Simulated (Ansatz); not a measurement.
# Hf (Fm-3m) in Ansatz: relaxation of cell and atoms with RPBE

Aim: the relaxation of cell and atoms of Hf with RPBE.

Program: Ansatz 0.2.0. These are calculated values, not measurements. Logs are shortened: lines on timing, memory, paths and dates and some standing lists are left out, and cuts for length are marked.

## (1) The structure

It takes space group Fm-3m (No. 225, cubic). Conventional cell: a = 4.440 Å, b = 4.440 Å, c = 4.440 Å, α = 90.00°, β = 90.00°, γ = 90.00°. Around Hf (site symmetry m-3m) lie 12 Hf at 3.14 Å.

This isn't the form of Hf at room conditions, which is hcp.

## (2) Relaxation of cell and atoms, RPBE

input.yaml

```yaml
crystal:
  lattice:
    - [0.0, 2.22, 2.22]
    - [2.22, 0.0, 2.22]
    - [2.22, 2.22, 0.0]
  atoms:
    - { symbol: Hf, position: [0.0, 0.0, 0.0] }
hamiltonian:
  xc: rpbe
  pseudopotentials: { kind: paw }
kpoints:
  mp_grid: { grid: [10, 10, 10] }
scf:
  occupations: { method: fermi_dirac, width: 0.05 }
output:
  forces: true
  stress: true
  eigenvalues: true
relax:
  f_tol: 0.01
  max_steps: 40
  cell: { stress_tol: 0.05 }
```

Potentials or basis: Ansatz PAW.

Launch:

```bash
$ ansatz run input.yaml --threads 2 --pin off --max-ram 5632MiB --backend cpu --events-out ev --progress --plain --runs-dir out
```

Output:

```text
Warning: RAYON_NUM_THREADS=2 ignored (pool sized by the plan → 2); use --threads N
Engine: ansatz 0.2.0, aarch64-unknown-linux-gnu
Pseudopotentials: kind: paw
Pseudopotential: Hf, paw, valence charge 26, recommended cutoff 420 eV (normal), Hf.paw.azcp
Functional definition: RPBE
  parameter kappa = 0.804
  parameter beta = 0.06672455060314922
  exchange = rpbe_x(kappa = kappa, mu = beta*pi^2/3)
  correlation = pbe_c(beta = beta)
Crystal: 1 atoms, lattice volume = 21.882 Å³
Basis set: ecut = 420 eV, 411 PW (Γ), exchange–correlation on 48×48×48 points (8 copies of the dense FFT grid, shifted against one another)
Bands: 17, of which v1, the nominal top of the filled ones, is band 13 counted from 1 (12 counted from 0)
Symmetry: 48 space group operations
Space group: Fm-3m (ITA 225), of the structure as read, at distance tolerance 2.8e-5 Å
k-points: 47 of 1000
Non-local potential: Hf, projectors of the file, l = 0: 3, l = 1: 2, l = 2: 2, l = 3: 3
PAW form: soft (Blöchl's): semilocal exchange-correlation on the pseudo side does not see the compensation charge
PAW frozen core: Hf, regenerated for the run's functional, and the local potential with it (the file was generated under x = pbe(κ = 0.804, μ = 0.2195149727645171), c = pbe(β = 0.06672455060314922))
PAW one-centre angular grid: Hf, 590 points (default); XC on 64 Gauss nodes
Initial density: superposition of atomic densities (neutral atoms: chi_scale 0, normalization atom), corrected by the library's trained network
Initial wavefunctions: pseudopotential atomic-orbital guess
Functional: x = rpbe, c = pbe(β = 0.06672455060314922)
SCF iter   1: F=—  HF=-15733.698700 eV  |F-HF|=—  |Δ(HF+E_count)|=         —  Δρ=2.95e-3  dr2=7.41e-4  ethr=1.77e-3  ⟨swp⟩=5.0  Hψ=3388  notcnv=0
preconditioner: auto → none  [metal: Δε(μ)=0.058 eV  Ē_g=18.625 eV  σ=0.050 eV  W_gap=0.28  n_scr=8 (ndim 8)  ℏωp=38.9 eV  f_vac=0.000  D(μ)=1.28/eV (n_scr^D=14)  sad-step TF]
SCF iter   2: F=—  HF=-15733.698962 eV  |F-HF|=—  |Δ(HF+E_count)|=   2.62e-4  Δρ=1.81e-3  dr2=3.17e-4  ethr=2.85e-6  ⟨swp⟩=2.4  Hψ=1677  notcnv=0
SCF iter   3: F=—  HF=-15733.699291 eV  |F-HF|=—  |Δ(HF+E_count)|=   3.28e-4  Δρ=6.30e-4  dr2=4.93e-5  ethr=1.22e-6  ⟨swp⟩=2.0  Hψ=1358  notcnv=0  defer=1
SCF iter   4: F=—  HF=-15733.699231 eV  |F-HF|=—  |Δ(HF+E_count)|=   5.99e-5  Δρ=9.64e-5  dr2=6.57e-7  ethr=1.90e-7  ⟨swp⟩=2.0  Hψ=1406  notcnv=0  defer=1
SCF iter   5: F=—  HF=-15733.699230 eV  |F-HF|=—  |Δ(HF+E_count)|=   8.99e-7  Δρ=4.38e-5  dr2=1.11e-7  ethr=2.53e-9  ⟨swp⟩=2.1  Hψ=1258  notcnv=0  defer=1
SCF iter   6: F=-15733.699230 eV  HF=-15733.699230 eV  |F-HF|=1.28e-9  |Δ(HF+E_count)|=   9.32e-9  Δρ=1.70e-6  dr2=1.59e-10  ethr=3.85e-10  ⟨swp⟩=5.4  Hψ=3510  notcnv=0
SCF 1 converged in 6 iterations: F = -15733.699230 eV  dr2 = 1.59e-10
relax step   1: F+E_penalty+E_count = -15733.69922986 eV  Δ(F+E_penalty+E_count) = +0.000e0 eV  max|allowed force component| = 0.000e0 eV/Å  Δτ_max = 0.0000 Å  P = +6.052 GPa  Ω = 21.882 Å³  (6 SCF iters, dr2 threshold 1.00e-7 eV, accepted)
Crystal: 1 atoms, lattice volume = 24.702 Å³
Basis set: ecut = 420 eV, 531 PW (Γ), exchange–correlation on 48×48×48 points (8 copies of the dense FFT grid, shifted against one another)
Initial density: handed on by an earlier stage of this run
Initial wavefunctions: those handed on with the density
iter 1 solved again at ethr=5.11e-6 eV; its pass at ethr=3.10e-3 eV (dr2=1.33e-3 eV) is discarded
SCF iter   1: F=—  HF=-15733.695695 eV  |F-HF|=—  |Δ(HF+E_count)|=         —  Δρ=3.55e-3  dr2=1.44e-3  ethr=5.11e-6  ⟨swp⟩=2.1  Hψ=5324  notcnv=0
preconditioner: auto → Kerker (q_TF=auto, 2.752 Å⁻¹)  [metal: Δε(μ)=0.009 eV  Ē_g=18.451 eV  σ=0.050 eV  W_gap=0.05  n_scr=14 (ndim 8)  ℏωp=36.6 eV  f_vac=0.000  D(μ)=1.70/eV (n_scr^D=14)]
SCF iter   2: F=—  HF=-15733.695523 eV  |F-HF|=—  |Δ(HF+E_count)|=   1.72e-4  Δρ=1.89e-3  dr2=6.42e-4  ethr=5.11e-6  ⟨swp⟩=2.0  Hψ=1316  notcnv=0
SCF iter   3: F=—  HF=-15733.695546 eV  |F-HF|=—  |Δ(HF+E_count)|=   2.32e-5  Δρ=8.31e-4  dr2=1.52e-4  ethr=2.47e-6  ⟨swp⟩=2.0  Hψ=1365  notcnv=0
SCF iter   4: F=—  HF=-15733.695500 eV  |F-HF|=—  |Δ(HF+E_count)|=   4.58e-5  Δρ=3.17e-4  dr2=2.23e-5  ethr=5.85e-7  ⟨swp⟩=2.0  Hψ=1407  notcnv=0
SCF iter   5: F=—  HF=-15733.695498 eV  |F-HF|=—  |Δ(HF+E_count)|=   2.19e-6  Δρ=5.20e-5  dr2=7.86e-7  ethr=8.56e-8  ⟨swp⟩=2.0  Hψ=1410  notcnv=0
SCF iter   6: F=-15733.695498 eV  HF=-15733.695498 eV  |F-HF|=3.88e-8  |Δ(HF+E_count)|=   1.38e-7  Δρ=1.66e-5  dr2=6.34e-8  ethr=3.85e-10  ⟨swp⟩=4.9  Hψ=4719  notcnv=0
SCF 2 converged in 6 iterations: F = -15733.695498 eV  dr2 = 6.34e-8
relax step   2: F+E_penalty+E_count = -15733.69549788 eV  Δ(F+E_penalty+E_count) = +3.732e-3 eV  max|allowed force component| = 0.000e0 eV/Å  Δτ_max = 0.0000 Å  P = -5.343 GPa  Ω = 24.702 Å³  energy of the carried Pulay correction = -8.887e-4 eV  (6 SCF iters, dr2 threshold 1.00e-7 eV, rejected (line search))
Crystal: 1 atoms, lattice volume = 23.228 Å³
Basis set: ecut = 420 eV, 459 PW (Γ), exchange–correlation on 48×48×48 points (8 copies of the dense FFT grid, shifted against one another)
iter 1 solved again at ethr=1.22e-6 eV; its pass at ethr=3.10e-3 eV (dr2=3.18e-4 eV) is discarded
SCF iter   1: F=—  HF=-15733.722318 eV  |F-HF|=—  |Δ(HF+E_count)|=         —  Δρ=1.78e-3  dr2=3.27e-4  ethr=1.22e-6  ⟨swp⟩=2.0  Hψ=5078  notcnv=0
preconditioner: auto → Kerker (q_TF=auto, 2.780 Å⁻¹)  [metal: Δε(μ)=0.095 eV  Ē_g=18.473 eV  σ=0.050 eV  W_gap=0.38  n_scr=14 (ndim 8)  ℏωp=37.7 eV  f_vac=0.000  D(μ)=1.58/eV (n_scr^D=14)]
SCF iter   2: F=—  HF=-15733.722270 eV  |F-HF|=—  |Δ(HF+E_count)|=   4.81e-5  Δρ=9.57e-4  dr2=1.50e-4  ethr=1.22e-6  ⟨swp⟩=2.0  Hψ=1316  notcnv=0
SCF iter   3: F=—  HF=-15733.722269 eV  |F-HF|=—  |Δ(HF+E_count)|=   7.11e-7  Δρ=3.91e-4  dr2=2.86e-5  ethr=5.76e-7  ⟨swp⟩=2.0  Hψ=1207  notcnv=0
SCF iter   4: F=—  HF=-15733.722254 eV  |F-HF|=—  |Δ(HF+E_count)|=   1.51e-5  Δρ=1.63e-4  dr2=4.74e-6  ethr=1.10e-7  ⟨swp⟩=2.0  Hψ=1404  notcnv=0
SCF iter   5: F=—  HF=-15733.722252 eV  |F-HF|=—  |Δ(HF+E_count)|=   1.75e-6  Δρ=2.44e-5  dr2=1.05e-7  ethr=1.82e-8  ⟨swp⟩=2.0  Hψ=1408  notcnv=0
SCF iter   6: F=—  HF=-15733.722257 eV  |F-HF|=—  |Δ(HF+E_count)|=   4.42e-6  Δρ=1.35e-5  dr2=1.46e-8  ethr=4.04e-10  ⟨swp⟩=2.0  Hψ=1417  notcnv=0
SCF iter   7: F=—  HF=-15733.722257 eV  |F-HF|=—  |Δ(HF+E_count)|=   2.59e-9  Δρ=3.16e-6  dr2=1.34e-9  ethr=5.60e-11  ⟨swp⟩=2.0  Hψ=1335  notcnv=0
SCF iter   8: F=—  HF=-15733.722257 eV  |F-HF|=—  |Δ(HF+E_count)|=  2.40e-10  Δρ=6.72e-7  dr2=6.23e-11  ethr=5.17e-12  ⟨swp⟩=2.0  Hψ=995  notcnv=0
SCF iter   9: F=-15733.722257 eV  HF=-15733.722257 eV  |F-HF|=7.28e-12  |Δ(HF+E_count)|=  7.28e-12  Δρ=1.70e-7  dr2=3.38e-12  ethr=1.00e-12  ⟨swp⟩=5.8  Hψ=3802  notcnv=0
SCF 3 converged in 9 iterations: F = -15733.722257 eV  dr2 = 3.38e-12
relax step   3: F+E_penalty+E_count = -15733.72225675 eV  Δ(F+E_penalty+E_count) = -2.303e-2 eV  max|allowed force component| = 0.000e0 eV/Å  Δτ_max = 0.0000 Å  P = -0.166 GPa  Ω = 23.228 Å³  energy of the carried Pulay correction = -4.381e-4 eV  (9 SCF iters, accepted)
Crystal: 1 atoms, lattice volume = 23.190 Å³
iter 1 solved again at ethr=1.36e-9 eV; its pass at ethr=3.10e-3 eV (dr2=3.54e-7 eV) is discarded
SCF iter   1: F=—  HF=-15733.722292 eV  |F-HF|=—  |Δ(HF+E_count)|=         —  Δρ=5.07e-5  dr2=2.81e-7  ethr=1.36e-9  ⟨swp⟩=3.0  Hψ=4863  notcnv=0
preconditioner: auto → Kerker (q_TF=auto, 2.781 Å⁻¹)  [metal: Δε(μ)=0.097 eV  Ē_g=18.493 eV  σ=0.050 eV  W_gap=0.39  n_scr=14 (ndim 8)  ℏωp=37.8 eV  f_vac=0.000  D(μ)=1.58/eV (n_scr^D=14)]
SCF iter   2: F=—  HF=-15733.722290 eV  |F-HF|=—  |Δ(HF+E_count)|=   1.97e-6  Δρ=2.69e-5  dr2=1.28e-7  ethr=1.08e-9  ⟨swp⟩=2.0  Hψ=1316  notcnv=0
SCF iter   3: F=-15733.722290 eV  HF=-15733.722290 eV  |F-HF|=2.37e-8  |Δ(HF+E_count)|=  5.42e-10  Δρ=1.20e-5  dr2=2.91e-8  ethr=2.65e-10  ⟨swp⟩=4.0  Hψ=2804  notcnv=0
SCF 4 converged in 3 iterations: F = -15733.722290 eV  dr2 = 2.91e-8
relax step   4: F+E_penalty+E_count = -15733.72229012 eV  Δ(F+E_penalty+E_count) = -3.337e-5 eV  max|allowed force component| = 0.000e0 eV/Å  Δτ_max = 0.0000 Å  P = -0.014 GPa  Ω = 23.190 Å³  energy of the carried Pulay correction = -4.261e-4 eV  (3 SCF iters, dr2 threshold 6.89e-8 eV, accepted)
Initial wavefunctions: pseudopotential atomic-orbital guess (no wavefunctions were taken with the density)
iter 1 solved again at ethr=4.17e-9 eV; its pass at ethr=3.10e-3 eV (dr2=1.08e-6 eV) is discarded
SCF iter   1: F=—  HF=-15733.722720 eV  |F-HF|=—  |Δ(HF+E_count)|=         —  Δρ=8.13e-5  dr2=2.48e-7  ethr=4.17e-9  ⟨swp⟩=3.7  Hψ=6100  notcnv=0
preconditioner: auto → Kerker (q_TF=auto, 2.781 Å⁻¹)  [metal: Δε(μ)=0.097 eV  Ē_g=18.494 eV  σ=0.050 eV  W_gap=0.39  n_scr=14 (ndim 8)  ℏωp=37.8 eV  f_vac=0.000  D(μ)=1.58/eV (n_scr^D=14)]
SCF iter   2: F=—  HF=-15733.722717 eV  |F-HF|=—  |Δ(HF+E_count)|=   3.03e-6  Δρ=5.75e-5  dr2=4.28e-7  ethr=9.52e-10  ⟨swp⟩=3.0  Hψ=1685  notcnv=0
SCF iter   3: F=—  HF=-15733.722716 eV  |F-HF|=—  |Δ(HF+E_count)|=   7.69e-8  Δρ=3.29e-5  dr2=1.15e-7  ethr=9.52e-10  ⟨swp⟩=2.1  Hψ=1362  notcnv=0
SCF iter   4: F=—  HF=-15733.722717 eV  |F-HF|=—  |Δ(HF+E_count)|=   2.50e-8  Δρ=3.23e-6  dr2=1.60e-9  ethr=4.42e-10  ⟨swp⟩=3.0  Hψ=1348  notcnv=0
SCF iter   5: F=—  HF=-15733.722717 eV  |F-HF|=—  |Δ(HF+E_count)|=   1.24e-9  Δρ=9.71e-7  dr2=7.24e-11  ethr=6.15e-12  ⟨swp⟩=2.1  Hψ=1411  notcnv=0
SCF iter   6: F=-15733.722717 eV  HF=-15733.722717 eV  |F-HF|=7.28e-12  |Δ(HF+E_count)|=  6.37e-11  Δρ=1.45e-7  dr2=3.18e-12  ethr=1.00e-12  ⟨swp⟩=6.6  Hψ=4091  notcnv=0
SCF 5 converged in 6 iterations: F = -15733.722717 eV  dr2 = 3.18e-12
relax step   5: F+E_penalty+E_count = -15733.72271652 eV  Δ(F+E_penalty+E_count) = -4.264e-4 eV  max|allowed force component| = 0.000e0 eV/Å  Δτ_max = 0.0000 Å  P = -0.017 GPa  Ω = 23.190 Å³  stress off target by 1.66e-2 GPa  SCF on the basis re-selected at this cell (its energy is not comparable with the rows above)  (6 SCF iters)
basis re-selected at this cell: Δ(F+E_penalty+E_count) = -4.264e-4 eV, ΔP = -0.003 GPa vs the last step (what re-selecting the basis moved, of the pressure what is left beyond the Pulay correction that the steps carried, after the strain that the cell walked since its last selection, with what the two solves' SCF thresholds leave and, on support functions, any second-order correction that the steps lacked; it is no measure of the basis error at this ecutwfc). This SCF's stress stands 1.66e-2 GPa from its target on what of the cell is left free (relax.cell.stress_tol is 5.00e-2 GPa) and its largest allowed force component is 0.00e0 eV/Å (relax.f_tol is 1.00e-2 eV/Å): within both
SCF converged after 6 iterations
Free energy (F): -15733.722717 eV
Harris-Foulkes:  -15733.722717 eV  (|F-HF|=7.28e-12)
Internal energy: -15733.709433 eV  (E = F + TS)
E sigma→0 (E₀):  -15733.716075 eV
Entropy (-TS):   -0.013283 eV (-13.283 meV/atom)
Fermi energy:    19.051881 eV
--- Per-component energies (eV) ---
  E_band       = 16.672297
  E_kinetic    = 423.036661
  E_local      = -5163.833837  (includes V_loc(G=0)·N_el)
  E_nonlocal   = -1246.168536
  E_hartree    = 2422.569404
  E_xc         = -300.084136
  E_vxc        = -265.440486  (∫ρ·V_xc dr)
  E_paw        = -6939.506948  (= ΣΔE_a)
  E_vpaw       = 1423.939664  (= ΣTr[D̂ρ^β])
  E_aug_tail   = -0.000001  (compensation charges beyond the density's cutoff)
  E_ewald      = -4929.536063
  E_core_change = -0.185977  (= ΣΔE_core)
  E_smearing   = -0.013283  (= −TS)
  E_closure    = 0.000000  (closes the sum)
  Σ components = -15733.722717   (vs F -15733.722717, Δ=0.00e0)
--- Forces (eV/Å), atoms counted from 1 ---
  atom   1  Hf    -0.00000000     0.00000000     0.00000000
  max |Σ_I F_I| component: 3.42e-30 eV/Å
--- Stress (GPa, compression-positive) ---
       -0.016568       0.000000       0.000000
        0.000000      -0.016568       0.000000
        0.000000       0.000000      -0.016568
  P = ⅓ Tr σ = -0.0166 GPa (-0.166 kbar)
--- Band table (eV; the first three rows and the last of 47) ---
  k-point 0: bands = ["-42.7952", "-11.0921", "-11.0921", "-11.0921", "7.2555", "7.2714", "7.2714", "7.2714", "7.3377", "7.3377", "7.3377", "11.9734", "20.4606", "20.4606", "20.4606", "23.1438", "23.1438"]
  k-point 1: bands = ["-42.7902", "-11.1642", "-11.1014", "-11.1014", "7.2597", "7.2707", "7.2748", "7.2748", "7.3316", "7.3316", "7.3379", "12.3037", "20.1378", "20.6139", "20.6139", "22.9899", "22.9899"]
  k-point 2: bands = ["-42.7772", "-11.3488", "-11.1256", "-11.1256", "7.2619", "7.2780", "7.2831", "7.2831", "7.3169", "7.3169", "7.3385", "13.2068", "19.4856", "20.8383", "20.8383", "22.9139", "22.9139"]
  k-point 46: bands = ["-42.7254", "-11.6240", "-11.4965", "-11.3590", "7.2791", "7.2843", "7.2863", "7.2980", "7.3012", "7.3024", "7.3265", "17.1651", "18.1145", "19.2969", "21.8557", "25.7353", "27.7165"]
--- Relaxed structure (4 steps of the walk, 3 accepted, 1 SCFs on fresh bases) ---
  F+E_penalty+E_count = -15733.72271652 eV   max|allowed force component| = 0.000e0 eV/Å   (the final SCF, on the basis selected at the relaxed cell)
  cell:  # Å, volume = 23.1903 Å³
    - [4.331066227961251e-34, 2.2633865545860923, 2.2633865545860914]
    - [2.2633865545860923, 3.057223219737354e-34, 2.2633865545860914]
    - [2.2633865545860923, 2.2633865545860923, -1.2738430082238975e-34]
  atoms:
    - { symbol: Hf, position: [0.0, 0.0, 0.0] }
```

It took 3.2 s on 2 threads of Arm Neoverse V2, shared host; peak memory 0.29 GiB.

What came out:

```yaml
Free_energy: -15733.7227 eV
Relaxed_volume: 23.19 Å³/atom
Relaxed_cell: a = 3.201 Å, b = 3.201 Å, c = 3.201 Å, α = 60.00°, β = 60.00°, γ = 60.00°
Space_group_after_relaxing_to_0.05_Å: Fm-3m (No. 225)
Energy_gained_by_relaxing: 23.5 meV/atom
Ionic_steps: 4
Pressure_after_relaxing: 0.0 GPa
Band_gap_on_the_k_mesh: none (metal or under the smearing width)
```

Step by step:
| step | energy change (eV) | largest force (eV/Å) | volume (Å³) |
| --- | --- | --- | --- |
| 1 | 0.0000 | 0.0000 | 21.88 |
| 2 | -0.0230 | 0.0000 | 23.23 |
| 3 | -0.0231 | 0.0000 | 23.19 |
| 4 | -0.0235 | 0.0000 | 23.19 |

Final structure:
```yaml
crystal:
  lattice:
    - [0.00000, 2.26339, 2.26339]
    - [2.26339, 0.00000, 2.26339]
    - [2.26339, 2.26339, 0.00000]
  atoms:
    - { symbol: Hf, position: [0.00000, 0.00000, 0.00000] }
```

Levels at points of the mesh, in eV from the Fermi level:
```tsv
k point	band 9	band 10	band 11	band 12	band 13	band 14	band 15	band 16	band 17
(0.00, 0.00, 0.00)	-11.71	-11.71	-11.71	-7.08	1.41	1.41	1.41	4.09	4.09
(0.00, 0.00, -0.50)	-11.74	-11.74	-11.71	-3.52	0.42	1.21	1.21	6.09	6.09
(0.00, -0.50, -0.50)	-11.75	-11.75	-11.73	-3.10	-1.99	2.30	6.11	6.67	6.67
```

Caveat: the plane-wave basis is chosen anew once the cell has moved, so the energies of steps on either side of that aren't comparable; the PAW data sets come from PBE, with cores solved anew for the run's functional, which leaves a small shift of forces and pressure.
